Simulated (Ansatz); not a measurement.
# Co (P6_3/mmc) in Ansatz: notebook, part 2 of 2

Ansatz 0.2.0.

### Step 5. Single point, PBE, collinear spin, ferromagnetic start

File input.yaml:

```yaml
crystal:
  lattice:
    - [2.4705617809, 0.0, 0.0]
    - [-1.2352808905, 2.1395692639, 0.0]
    - [0.0, 0.0, 8.0882338]
  atoms:
    - { symbol: Co, position: [0.6666666667, 0.3333333333, 0.75], spin: 2.0 }
    - { symbol: Co, position: [0.0, 0.0, 0.5], spin: 2.0 }
    - { symbol: Co, position: [0.3333333333, 0.6666666667, 0.25], spin: 2.0 }
    - { symbol: Co, position: [0.0, 0.0, 0.0], spin: 2.0 }
hamiltonian:
  xc: pbe
  pseudopotentials: { kind: paw }
magnetization:
  spin_polarized: true
kpoints:
  mp_grid: { grid: [12, 12, 4] }
scf:
  occupations: { method: gaussian, width: 0.024 }
output:
  forces: true
  stress: true
  eigenvalues: true
```

Potentials or basis: Ansatz PAW.

Launch:

```
$ ansatz run input.yaml --threads 2 --pin off --max-ram 5632MiB --backend cpu --events-out ev --progress --plain --runs-dir out
```

What it wrote:

```text
Warning: RAYON_NUM_THREADS=2 ignored (pool sized by the plan → 2); use --threads N
Engine: ansatz 0.2.0, x86_64-unknown-linux-gnu
Pseudopotentials: kind: paw
Pseudopotential: Co, paw, valence charge 17, recommended cutoff 420 eV (normal), Co.paw.azcp
Functional definition: PBE
  parameter kappa = 0.804
  parameter beta = 0.06672455060314922
  exchange = pbe_x(kappa = kappa, mu = beta*pi^2/3)
  correlation = pbe_c(beta = beta)
Crystal: 4 atoms, lattice volume = 42.754 Å³
Basis set: ecut = 420 eV, 813 PW (Γ), exchange–correlation on 36×36×120 points (8 copies of the dense FFT grid, shifted against one another)
Bands: 46, of which v1, the nominal top of the filled ones, is band 34 counted from 1 (33 counted from 0)
Symmetry: 24 space group operations
Space group: P63/mmc (ITA 194), of the structure as read, at distance tolerance 3.5e-5 Å
Magnetic group: BNS 194.263 (UNI 1493), of the structure as read, at distance tolerance 3.5e-5 Å
k-points: 57 of 576
Non-local potential: Co, projectors of the file, l = 0: 3, l = 1: 2, l = 2: 3, l = 3: 1
PAW form: soft (Blöchl's): semilocal exchange-correlation on the pseudo side does not see the compensation charge
PAW one-centre angular grid: Co, 590 points (default); XC on 64 Gauss nodes
Initial density: superposition of atomic densities (chi_scale 0.1, normalization cell)
Starting moments: Σ|m| = 8 μB on 4 of 4 sites
Initial wavefunctions: pseudopotential atomic-orbital guess
Functional: x = pbe(κ = 0.804, μ = 0.2195149727645171), c = pbe(β = 0.06672455060314922)
SCF iter   1: F=—  HF=-20503.304128 eV  |F-HF|=—  |Δ(HF+E_count)|=         —  Δρ=8.49e-2 (↑5.65e-2 ↓8.49e-2)  dr2=4.80e0  dr2_m=1.41e-1  M=7.040 μB ∫|m|=7.308 μB  β_m=0.30  ethr=3.10e-3  ⟨swp⟩=5.3  Hψ=17582  notcnv=0
Mixer restart at iter 1: flushing history
preconditioner: auto → Kerker (q_TF=auto, 2.948 Å⁻¹)  [metal: Δε(μ)=0.008 eV  Ē_g=9.235 eV  σ=0.024 eV  W_gap=0.19  n_scr=12 (ndim 8)  ℏωp=34.1 eV  f_vac=0.000  D(μ)=2.95/eV (n_scr^D=38)]
spin=Collinear: Kerker preconditioning applied to the charge; magnetization (m = ρ↑ − ρ↓) channel mixes plain (no charge-response kernel on spin).
SCF iter   2: F=—  HF=-20501.835184 eV  |F-HF|=—  |Δ(HF+E_count)|=    1.47e0  Δρ=3.23e-2 (↑1.18e-2 ↓3.23e-2)  dr2=3.37e-1  dr2_m=1.30e-1  M=7.053 μB ∫|m|=7.405 μB  β_m=0.35  ethr=3.10e-3  ⟨swp⟩=2.3  Hψ=8524  notcnv=0  defer=513
SCF iter   3: F=—  HF=-20502.990006 eV  |F-HF|=—  |Δ(HF+E_count)|=    1.15e0  Δρ=1.69e-2 (↑1.69e-2 ↓9.45e-3)  dr2=2.97e-2  dr2_m=4.86e-2  M=6.965 μB ∫|m|=7.402 μB  β_m=0.57  ethr=4.96e-4  ⟨swp⟩=2.0  Hψ=6265  notcnv=0  defer=515
SCF iter   4: F=—  HF=-20504.211816 eV  |F-HF|=—  |Δ(HF+E_count)|=    1.22e0  Δρ=1.48e-2 (↑1.16e-2 ↓1.48e-2)  dr2=1.41e-1  dr2_m=8.49e-3  M=6.725 μB ∫|m|=7.257 μB  β_m=0.57  ethr=4.37e-5  ⟨swp⟩=2.8  Hψ=10588  notcnv=0  defer=515
SCF iter   5: F=—  HF=-20504.462881 eV  |F-HF|=—  |Δ(HF+E_count)|=   2.51e-1  Δρ=8.90e-3 (↑8.90e-3 ↓5.05e-3)  dr2=4.72e-2  dr2_m=2.69e-3  M=6.701 μB ∫|m|=7.259 μB  β_m=0.57  ethr=4.37e-5  ⟨swp⟩=2.5  Hψ=10194  notcnv=0  defer=515
SCF iter   6: F=—  HF=-20504.558545 eV  |F-HF|=—  |Δ(HF+E_count)|=   9.57e-2  Δρ=4.19e-3 (↑4.19e-3 ↓1.41e-3)  dr2=5.33e-3  dr2_m=2.32e-3  M=6.663 μB ∫|m|=7.245 μB  β_m=0.79  ethr=4.37e-5  ⟨swp⟩=2.3  Hψ=8964  notcnv=0  defer=514
SCF iter   7: F=—  HF=-20504.567027 eV  |F-HF|=—  |Δ(HF+E_count)|=   8.48e-3  Δρ=2.19e-3 (↑1.35e-3 ↓2.19e-3)  dr2=3.06e-3  dr2_m=1.55e-4  M=6.636 μB ∫|m|=7.236 μB  β_m=0.60  ethr=7.83e-6  ⟨swp⟩=2.0  Hψ=9775  notcnv=0  defer=522
SCF iter   8: F=—  HF=-20504.567053 eV  |F-HF|=—  |Δ(HF+E_count)|=   2.59e-5  Δρ=1.57e-3 (↑1.57e-3 ↓9.82e-4)  dr2=8.64e-5  dr2_m=6.14e-4  M=6.627 μB ∫|m|=7.234 μB  β_m=0.75  ethr=4.50e-6  ⟨swp⟩=2.0  Hψ=8040  notcnv=0  defer=524
SCF iter   9: F=—  HF=-20504.567035 eV  |F-HF|=—  |Δ(HF+E_count)|=   1.77e-5  Δρ=8.11e-4 (↑8.11e-4 ↓5.96e-4)  dr2=1.50e-5  dr2_m=1.90e-4  M=6.626 μB ∫|m|=7.233 μB  β_m=0.87  ethr=1.27e-7  ⟨swp⟩=1.7  Hψ=6479  notcnv=0  defer=524
SCF iter  10: F=—  HF=-20504.567037 eV  |F-HF|=—  |Δ(HF+E_count)|=   2.61e-6  Δρ=1.59e-4 (↑1.59e-4 ↓1.28e-4)  dr2=4.99e-6  dr2_m=6.65e-6  M=6.626 μB ∫|m|=7.233 μB  β_m=0.94  ethr=2.20e-8  ⟨swp⟩=2.0  Hψ=9043  notcnv=0  defer=524
SCF iter  11: F=—  HF=-20504.567038 eV  |F-HF|=—  |Δ(HF+E_count)|=   5.92e-7  Δρ=3.96e-5 (↑3.96e-5 ↓1.85e-5)  dr2=7.47e-7  dr2_m=1.02e-7  M=6.626 μB ∫|m|=7.232 μB  β_m=0.78  ethr=7.34e-9  ⟨swp⟩=2.1  Hψ=7348  notcnv=0  defer=524
SCF iter  12: F=—  HF=-20504.567038 eV  |F-HF|=—  |Δ(HF+E_count)|=   6.41e-8  Δρ=2.98e-5 (↑6.30e-6 ↓2.98e-5)  dr2=2.99e-7  dr2_m=8.46e-8  M=6.626 μB ∫|m|=7.232 μB  β_m=0.89  ethr=1.10e-9  ⟨swp⟩=2.2  Hψ=7688  notcnv=0  defer=524
SCF iter  13: F=—  HF=-20504.567038 eV  |F-HF|=—  |Δ(HF+E_count)|=   6.55e-8  Δρ=1.93e-5 (↑8.05e-6 ↓1.93e-5)  dr2=2.12e-7  dr2_m=1.80e-8  M=6.626 μB ∫|m|=7.232 μB  β_m=0.94  ethr=4.40e-10  ⟨swp⟩=2.0  Hψ=6789  notcnv=0  defer=524
SCF iter  14: F=—  HF=-20504.567038 eV  |F-HF|=—  |Δ(HF+E_count)|=  1.64e-10  Δρ=2.39e-6 (↑2.10e-6 ↓2.39e-6)  dr2=5.99e-9  dr2_m=4.83e-10  M=6.626 μB ∫|m|=7.232 μB  β_m=0.97  ethr=3.11e-10  ⟨swp⟩=2.0  Hψ=6893  notcnv=0  defer=524
SCF iter  15: F=-20504.567038 eV  HF=-20504.567038 eV  |F-HF|=1.71e-10  |Δ(HF+E_count)|=  6.11e-10  Δρ=6.57e-7 (↑3.03e-7 ↓6.57e-7)  dr2=2.33e-10  dr2_m=2.09e-11  M=6.626 μB ∫|m|=7.232 μB  ethr=8.81e-12  ⟨swp⟩=6.1  Hψ=18442  notcnv=0
SCF 1 converged in 15 iterations: F = -20504.567038 eV  dr2 = 2.33e-10
SCF converged after 15 iterations
Magnetization: 6.6259 μB (37.3130 up, 30.6870 down)
Absolute magnetization: 7.2345 μB (∫|ρ↑−ρ↓|, with the PAW one-centre terms)
Spin contamination: 0.1070 ħ² per cell (⟨S²⟩ above its minimum at these occupations)
Per-site moments (μB) at R_I (Å): [(1.7389946185945528, 1.0191067346264122), (1.71353645398289, 1.0191067346264122), (1.7389946185945524, 1.0191067346264122), (1.713536453982889, 1.0191067346264122)]
Free energy (F): -20504.567038 eV
Harris-Foulkes:  -20504.567038 eV  (|F-HF|=1.71e-10)
Internal energy: -20504.565826 eV  (E = F + TS)
E sigma→0 (E₀):  -20504.566432 eV
Entropy (-TS):   -0.001213 eV (-0.303 meV/atom)
Fermi energy:    19.093514 eV
--- Per-component energies (eV) ---
  E_band       = -954.763656
  E_kinetic    = 1816.229062
  E_local      = -11241.982128  (includes V_loc(G=0)·N_el)
  E_nonlocal   = 1816.057697
  E_hartree    = 4715.319125
  E_xc         = -636.803966
  E_vxc        = -821.811720  (∫ρ·V_xc dr)
  E_paw        = -6060.524751  (= ΣΔE_a)
  E_vpaw       = -1953.893493  (= ΣTr[D̂ρ^β])
  E_aug_tail   = 0.000336  (compensation charges beyond the density's cutoff)
  E_ewald      = -10912.861201
  E_smearing   = -0.001213  (= −TS)
  E_closure    = 0.000000  (closes the sum)
  Σ components = -20504.567038   (vs F -20504.567038, Δ=0.00e0)
--- Forces (eV/Å), atoms counted from 1 ---
  atom   1  Co     0.00000000    -0.00000000     0.00000000
  atom   2  Co     0.00000000    -0.00000000     0.00000000
  atom   3  Co    -0.00000000     0.00000000     0.00000000
  atom   4  Co    -0.00000000    -0.00000000     0.00000000
  max |Σ_I F_I| component: 4.63e-18 eV/Å
--- Stress (GPa, compression-positive) ---
        6.246211       0.000000       0.000000
        0.000000       6.246211       0.000000
        0.000000       0.000000       1.600803
  P = ⅓ Tr σ = 4.6977 GPa (46.977 kbar)
--- Band table (eV; the first three rows and the last of 114) ---
  k-point 0 ↑: bands = ["-77.0880", "-77.0743", "-77.0273", "-77.0133", "-40.4986", "-40.3699", "-40.2818", "-40.1777", "-40.1777", "-40.1632", "-40.1632", "-40.1505", "-40.1397", "-40.1397", "-40.1252", "-40.1252", "9.9100", "12.1334", "12.1562", "13.7549", "15.9777", "16.0137", "16.2581", "16.2581", "16.3056", "16.3056", "16.3125", "16.5489", "16.5489", "16.6307", "16.6307", "17.2402", "17.2402", "17.5673", "17.5673", "17.8941", "17.8941", "18.2900", "18.2900", "18.6962", "25.2775", "33.7581", "33.7617", "40.8496", "41.4284", "42.3586"]
  k-point 1 ↑: bands = ["-77.0864", "-77.0768", "-77.0247", "-77.0150", "-40.4864", "-40.4037", "-40.2476", "-40.1761", "-40.1761", "-40.1662", "-40.1662", "-40.1631", "-40.1367", "-40.1367", "-40.1267", "-40.1267", "10.0670", "11.2508", "12.9982", "13.7158", "16.0320", "16.2519", "16.2701", "16.2855", "16.2855", "16.3332", "16.3332", "16.5073", "16.5073", "16.5812", "16.5812", "17.2969", "17.2969", "17.5201", "17.5201", "17.9685", "17.9685", "18.1093", "18.2421", "18.2421", "26.1749", "30.8722", "36.7824", "40.9401", "41.3049", "42.0780"]
  k-point 2 ↑: bands = ["-77.0819", "-77.0819", "-77.0195", "-77.0195", "-40.4521", "-40.4521", "-40.1983", "-40.1983", "-40.1718", "-40.1718", "-40.1718", "-40.1718", "-40.1311", "-40.1311", "-40.1311", "-40.1311", "10.5269", "10.5269", "13.5249", "13.5249", "16.1595", "16.1595", "16.3458", "16.3458", "16.3458", "16.3458", "16.4912", "16.4912", "16.4912", "16.4912", "17.0244", "17.0244", "17.4139", "17.4139", "17.4139", "17.4139", "18.1165", "18.1165", "18.1165", "18.1165", "28.2567", "28.2567", "39.7532", "39.7532", "41.1854", "41.1854"]
  k-point 56 ↓: bands = ["-74.9025", "-74.9025", "-74.8891", "-74.8891", "-38.3518", "-38.3518", "-38.3296", "-38.3296", "-38.2849", "-38.2849", "-38.2757", "-38.2757", "-38.1765", "-38.1765", "-38.1600", "-38.1600", "16.1639", "16.1639", "16.2667", "16.2667", "16.2735", "16.2735", "16.3659", "16.3659", "17.3698", "17.3698", "17.4621", "17.4621", "18.8217", "18.8217", "19.3703", "19.3703", "20.0844", "20.0844", "20.1810", "20.1810", "24.8124", "24.8124", "25.3452", "25.3452", "25.9714", "25.9714", "28.7796", "28.7796", "30.5553", "30.5553"]
```

It took 3.9 s on 2 threads of AMD EPYC 9R45 (Zen 5), shared host; peak memory 0.55 GiB.

Results:

```yaml
Free_energy: -20504.5670 eV
Pressure: 4.7 GPa
Band_gap_on_the_k_mesh: none (metal or under the smearing width)
Net_moment: 6.63 μB per cell
Absolute_moment: 7.23 μB per cell
Site_moments: Co +1.74, +1.71 μB
```

Stress tensor (GPa, compression positive):
```
6.25 0.00 0.00
0.00 6.25 0.00
0.00 0.00 1.60
```

### Step 6. Single point, PBE, collinear spin, ferromagnetic start

Edit input.yaml of step 5 so:

```diff
@@ -18,3 +18,3 @@
 scf:
-  occupations: { method: gaussian, width: 0.024 }
+  occupations: { method: gaussian, width: 0.025 }
 output:
@@ -23 +23,5 @@
   eigenvalues: true
+  write_density: true
+  write_potential: true
+  elf: true
+  volumetric_format: npy
```

Potentials or basis: Ansatz PAW.

Launch:

```
$ ansatz run input.yaml --threads 2 --pin off --max-ram 5632MiB --backend cpu --events-out ev --progress --plain --runs-dir out
```

Run time: 4.5 s. Hardware: 2 threads of AMD EPYC 9R45 (Zen 5), shared host; peak memory 0.56 GiB.

Results (log left out):

- Free energy: -20504.5671 eV
- Pressure: 4.7 GPa
- Band gap on the k mesh: none (metal or under the smearing width)
- Net moment: 6.63 μB per cell
- Absolute moment: 7.24 μB per cell
- Site moments: Co +1.74, +1.71 μB

Stress tensor (GPa, compression positive):
```
6.25 0.00 0.00
0.00 6.25 0.00
0.00 0.00 1.61
```

Levels at points of the mesh, in eV from the Fermi level:
Spin up:
| k point | band 35 | band 36 | band 37 | band 38 | band 39 | band 40 | band 41 | band 42 |
| --- | --- | --- | --- | --- | --- | --- | --- | --- |
| (0.00, 0.00, 0.00) | -1.53 | -1.20 | -1.20 | -0.80 | -0.80 | -0.40 | 6.18 | 14.66 |
| (0.00, 0.00, -0.50) | -1.68 | -1.68 | -0.98 | -0.98 | -0.98 | -0.98 | 9.16 | 9.16 |
| (0.00, -0.50, 0.00) | -0.54 | -0.53 | 0.18 | 1.29 | 2.44 | 3.06 | 6.98 | 7.00 |
| (0.00, -0.50, -0.50) | -0.56 | -0.56 | 1.20 | 1.20 | 2.75 | 2.75 | 7.32 | 7.32 |
Spin down:
```tsv
k point	band 28	band 29	band 30	band 31	band 32	band 33
(0.00, 0.00, 0.00)	-0.84	-0.84	-0.80	-0.80	-0.44	0.09
(0.00, 0.00, -0.50)	-1.04	-0.94	-0.94	-0.94	-0.94	0.27
(0.00, -0.50, 0.00)	-0.08	-0.04	0.44	1.25	1.27	1.28
(0.00, -0.50, -0.50)	-0.84	-0.25	-0.25	0.86	0.86	1.27
```

### Step 7. Summary

```csv
smearing,gap on the mesh (eV),pressure (GPa),moment (μB)
gaussian 0.021 eV,none,4.7,6.62
gaussian 0.022 eV,none,4.7,6.62
gaussian 0.023 eV,none,4.7,6.62
gaussian 0.024 eV,none,4.7,6.63
gaussian 0.025 eV,none,4.7,6.63
```

Alike in all rows: task single point; level PBE; potentials or basis Ansatz PAW; spin collinear, ferromagnetic start; cell as given; k mesh 12 × 12 × 4; cutoff (eV) 420.

Every run on the cell as given and a fine mesh finds a metal.

Absolute energies hang on the potentials; compare differences alone.
